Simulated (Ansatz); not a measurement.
# GaP (rocksalt type): the cost of one run

Computed with Ansatz 0.2.0 (DFT r²SCAN, with the methods named in each step, unless a step's input says otherwise).

## Step 1: The structure to begin with

Symmetry: Fm-3m, No. 225, cubic system. The conventional cell has a = 4.694 Å, b = 4.694 Å, c = 4.694 Å, α = 90.00°, β = 90.00°, γ = 90.00°. Ga (site symmetry m-3m) has 6 P at 2.35 Å as nearest neighbours. P (site symmetry m-3m) has 6 Ga at 2.35 Å as nearest neighbours.

As a file:

```cif
data_structure
_symmetry_space_group_name_H-M 'Fm-3m'
_symmetry_Int_Tables_number 225
_cell_length_a 4.6944
_cell_length_b 4.6944
_cell_length_c 4.6944
_cell_angle_alpha 90.000
_cell_angle_beta 90.000
_cell_angle_gamma 90.000
_cell_volume 103.45
loop_
_atom_site_label
_atom_site_type_symbol
_atom_site_symmetry_multiplicity
_atom_site_Wyckoff_symbol
_atom_site_fract_x
_atom_site_fract_y
_atom_site_fract_z
_atom_site_occupancy
Ga1 Ga 4 a 0.00000 0.00000 0.00000 1
P1 P 4 b 0.50000 0.00000 0.00000 1
```

The file gives the conventional cell by its symmetry; the runs use the cell typed in the input.

Whether this phase is the stable one at these pressures isn't tested.

Atoms are numbered in the order of the input: Ga1, P2.

## Step 2: Cell relaxed at zero pressure, PAW

The input, input.yaml:

```yaml
crystal:
  lattice:
    - [0.0, 2.3472160896, 2.3472160896]
    - [2.3472160896, 0.0, 2.3472160896]
    - [2.3472160896, 2.3472160896, 0.0]
  atoms:
    - { symbol: Ga, position: [0.0, 0.0, 0.0] }
    - { symbol: P, position: [0.5, 0.5, 0.5] }
kpoints:
  mp_grid: { grid: [14, 14, 14] }
scf:
  occupations: { method: fermi_dirac, width: 0.05 }
hamiltonian:
  xc: r2scan
  pseudopotentials: { kind: paw }
output:
  forces: true
  stress: true
relax:
  f_tol: 0.005
  max_steps: 40
  cell: {}
```

The run is started by

```sh
$ ansatz run input.yaml --threads 1 --pin off --max-ram 2048MiB --backend cpu --events-out ev --progress --plain --runs-dir out
```

What time and memory should one allow on 1 thread of Intel Xeon 6975P-C (Granite Rapids), shared host?

About 14 s, with a peak of 0.47 GiB.
